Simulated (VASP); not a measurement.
# Mg (Fm-3m) in VASP: single point with PBE0+D3(BJ)

Aim: the single point of Mg with PBE0+D3(BJ).

Program: VASP 6.6.1. These are calculated values, not measurements. Logs are shortened: lines on timing, memory, paths and dates and some standing lists are left out, and cuts for length are marked.

**1. The undisturbed crystal**

It takes space group Fm-3m (No. 225, cubic). Conventional cell: a = 4.489 Å, b = 4.489 Å, c = 4.489 Å, α = 90.00°, β = 90.00°, γ = 90.00°. Mg (site symmetry m-3m) has 12 Mg at 3.17 Å as nearest neighbours.

This isn't the form of Mg at room conditions, which is hcp.

**2. Single point, PBE0+D3(BJ) (volume scaled by 0.88)**

File POSCAR:

```
Mg
3.0415
    0.000000000000      0.707096680092      0.707096680092
    0.707096680092      0.000000000000      0.707096680092
    0.707096680092      0.707096680092      0.000000000000
Mg
1
Direct
    0.0000000000      0.0000000000      0.0000000000
```

File INCAR.step1:

```
SYSTEM = Mg
PREC = Accurate
ENCUT = 520
EDIFF = 1E-5
ISMEAR = 0
SIGMA = 0.1
LREAL = .FALSE.
LASPH = .TRUE.
NELM = 80
ALGO = Normal
ISIF = 2
LWAVE = .TRUE.
NBANDS = 7
GGA = PE
```

File INCAR.step2:

```
SYSTEM = Mg
PREC = Accurate
ENCUT = 520
EDIFF = 1E-6
ISMEAR = 0
SIGMA = 0.1
LREAL = .FALSE.
LASPH = .TRUE.
NELM = 80
ALGO = Normal
ISIF = 2
LWAVE = .FALSE.
LCHARG = .TRUE.
GGA = PE
LHFCALC = .TRUE.
AEXX = 0.25
PRECFOCK = Fast
IVDW = 12
LELF = .TRUE.
LVHAR = .TRUE.
NBANDS = 7
ISTART = 1
```

File KPOINTS:

```
Automatic mesh
0
G
  5 5 5
  0 0 0
```

Potentials or basis: VASP PAW PBE potentials, release 54 (Mg).

Run with:

```console
cat potpaw_PBE.54/Mg/POTCAR > POTCAR
cp INCAR.step1 INCAR
mpirun -np 1 vasp_std > vasp.out
cp INCAR.step2 INCAR
mpirun -np 1 vasp_std > vasp.out
```

OUTCAR:

```text
SYSTEM = Mg
   PREC = Accurate
   ENCUT = 520
   EDIFF = 1E-6
   ISMEAR = 0
   LREAL = .FALSE.
   LASPH = .TRUE.
   NELM = 80
   ISIF = 2
   GGA = PE
   LHFCALC = .TRUE.
   AEXX = 0.25
   PRECFOCK = Fast
   IVDW = 12
   ISTART = 1
 IVDW          = 12

 ion  position               nearest neighbor table
   1  0.000  0.000  0.000-

  LATTYP: Found a face centered cubic cell.
 ALAT       =     4.3012691050

  Lattice vectors:

 A1 = (   0.0000000000,   2.1506345525,   2.1506345525)
 A2 = (   2.1506345525,   0.0000000000,   2.1506345525)
 A3 = (   2.1506345525,   2.1506345525,   0.0000000000)

Analysis of symmetry for initial positions (statically):
=====================================================================
 Subroutine PRICEL returns:
 Original cell was already a primitive cell.

 Routine SETGRP: Setting up the symmetry group for a
 face centered cubic supercell.

 Subroutine GETGRP returns: Found 48 space group operations
 (whereof 48 operations were pure point group operations)
 out of a pool of 48 trial point group operations.

The static configuration has the point symmetry O_h .

Analysis of symmetry for dynamics (positions and initial velocities):
=====================================================================
 Subroutine PRICEL returns:
 Original cell was already a primitive cell.

 Routine SETGRP: Setting up the symmetry group for a
 face centered cubic supercell.

 Subroutine GETGRP returns: Found 48 space group operations
 (whereof 48 operations were pure point group operations)
 out of a pool of 48 trial point group operations.

The dynamic configuration has the point symmetry O_h .

 Subroutine INISYM returns: Found 48 space group operations
 (whereof 48 operations are pure point group operations),
 and found     1 'primitive' translations

----------------------------------------------------------------------------------------

                                     Primitive cell

  volume of cell :      19.8944

  direct lattice vectors                    reciprocal lattice vectors
     0.000000000  2.150634552  2.150634552    -0.232489522  0.232489522  0.232489522
     2.150634552  0.000000000  2.150634552     0.232489522 -0.232489522  0.232489522
     2.150634552  2.150634552  0.000000000     0.232489522  0.232489522 -0.232489522

  length of vectors
     3.041456552  3.041456552  3.041456552     0.402683665  0.402683665  0.402683665

  position of ions in fractional coordinates (direct lattice)
     0.000000000  0.000000000  0.000000000

[... 70 lines left out ...]
   PSTRESS=    0.0 pullay stress
   NELECT =       2.0000    total number of electrons
   NUPDOWN=      -1.0000    fix difference up-down
   EMIN   =  10.00;   EMAX   =-10.00  energy-range for DOS
   EFERMI =   0.00;   METHOD = LEGACY
   ISMEAR =     0;   SIGMA  =   0.10  broadening in eV -4-tet -1-fermi 0-gaus
   EFERMI_NEDOS =   21; number of points for ismear=-14 and -15
   IALGO  =     38    algorithm
   IMIX   =      1    mixing-type and parameters
     AMIX     =   0.40;   BMIX     =  1.00
     AMIX_MAG =   1.60;   BMIX_MAG =  1.00
  volume/ion in A,a.u.               =      19.89       134.25
  Fermi-wavevector in a.u.,A,eV,Ry     =   0.761217  1.438491  7.883904  0.579451
  Thomas-Fermi vector in A             =   1.860407
   LORBIT       =      0    0 simple, 1 ext, 2 COOP (PROOUT), +10 PAW based schemes
   GGA     = PE    functional components
   LHFCALC =     T    Hartree Fock is set to
   PRECFOCK=fast      Normal, Fast or Accurate (Low or Medium for compatibility)
   ENCUT4O =  -1.0   cutoff for four orbital integrals eV
   NKREDX  =     1    reduce k-point grid by
   NKREDY  =     1    reduce k-point grid by
   NKREDZ  =     1    reduce k-point grid by
   AEXX    =    0.2500 exact exchange contribution
   HFSCREEN=    0.0000 screening length (either q_TF or 0.3 A-1)
   HFSCREENC=   0.0000 screening length for correlation (either q_TF or 0.3 A-1)
   ENCUTFOCK=  -1.0 apply spherical cutoff to Coloumb kernel
   IVDW    =    12    specifies the selected vdW correction
   LEPSILON=     F    determine dielectric tensor
   LRPA    =     F    only Hartree local field effects (RPA)
 non-spin polarized calculation
 Gauss-broadening in eV      SIGMA  =   0.10
  energy-cutoff  :      520.00
  volume of cell :       19.89
 maximum number of plane-waves:       547
  NGX = 14; NGY = 14; NGZ = 14

 number of electron       2.0000000 magnetization

 Free energy of the ion-electron system (eV)
  ---------------------------------------------------
  ext. energy  EPLUGINS =         0.00000000
  ---------------------------------------------------
  free energy    TOTEN  =        -1.41751261 eV

  energy without entropy =       -1.40668017  energy(sigma->0) =       -1.41209639

 E-fermi :   3.4774     XC(G=0):  -7.0466

 val. band max:        3.4773571699   @ k =  -0.4000   0.2000   0.0000
 cond. band min:       4.8076839775   @ k =   0.4000   0.0000   0.0000
 fundamental gap:      1.3303268076
 Fermi energy:         3.4773571699

 k-point     1 :       0.0000    0.0000    0.0000
  band No.  band energies     occupation
      1      -5.7766      2.00000
      2      17.9702      0.00000
      3      17.9702      0.00000
      4      17.9702      0.00000
      5      20.4674      0.00000
      6      20.7754      0.00000
      7      20.7754      0.00000
[... 81 lines left out ...]
 k-point    10 :      -0.4000    0.4000    0.2000
  band No.  band energies     occupation
      1       1.5596      2.00000
      2       6.7105      0.00000
      3       7.9158      0.00000
      4      10.1444      0.00000
      5      19.1879      0.00000
      6      21.3665      0.00000
      7      21.8016      0.00000

------------------------ aborting loop because EDIFF is reached ----------------------------------------

 Edisp (eV)   -0.35593

 E8    (eV) :    -0.1887

  FORCE on cell =-STRESS in cart. coord.  units (eV):
  Direction    XX          YY          ZZ          XY          YZ          ZX
  --------------------------------------------------------------------------------------
  -------------------------------------------------------------------------------------
  Total       0.55102     0.55102     0.55102    -0.00000    -0.00000     0.00000
  in kB      44.37632    44.37632    44.37632    -0.00000    -0.00000     0.00000
  external pressure =       44.38 kB  Pullay stress =        0.00 kB

 VOLUME and BASIS-vectors are now :
 -----------------------------------------------------------------------------
  energy-cutoff  :      520.00
  volume of cell :       19.89
      direct lattice vectors                 reciprocal lattice vectors
     0.000000000  2.150634552  2.150634552    -0.232489522  0.232489522  0.232489522
     2.150634552  0.000000000  2.150634552     0.232489522 -0.232489522  0.232489522
     2.150634552  2.150634552  0.000000000     0.232489522  0.232489522 -0.232489522

 POSITION                                       TOTAL-FORCE (eV/Angst)
 -----------------------------------------------------------------------------------
      0.00000      0.00000      0.00000         0.000000      0.000000      0.000000
 -----------------------------------------------------------------------------------
    total drift:                               -0.000000      0.000000     -0.000000

  FREE ENERGIE OF THE ION-ELECTRON SYSTEM (eV)
  ---------------------------------------------------
  free  energy   TOTEN  =        -1.7734382482 eV

  energy  without entropy=       -1.7626058081  energy(sigma->0) =       -1.76802203
```

Wall time 13 s (1 thread of AMD EPYC 9R45 (Zen 5), shared host); peak memory 0.11 GiB.

Results:

* Free energy: -1.7734 eV
* Pressure: 4.4 GPa
* Band gap on the k mesh: none (metal or under the smearing width)
* Dispersion energy per atom: -0.356 eV

Levels at points of the mesh, in eV from the Fermi level:
| k point | band 1 | band 2 | band 3 | band 4 |
| --- | --- | --- | --- | --- |
| (0.00, 0.00, 0.00) | -9.25 | 14.49 | 14.49 | 14.49 |

Caveat: the k mesh is coarse (spacing up to 0.51 Å⁻¹), so the values aren't converged, least of all with exact exchange; the PAW data sets were made with another functional, which shifts forces and pressure a little; pairwise dispersion overbinds metals, which lowers pressure and volume.

**3. For comparison**

An earlier run on the cell as given: functional PBE; potentials or basis VASP PAW PBE potentials, release 64 (Mg); cutoff 520 eV; k mesh 10 × 10 × 10; occupations fermi-dirac, width 0.05 eV; no spin polarisation.

* Pressure: 0.7 GPa
* Band gap on the k mesh: none (metal or under the smearing width)
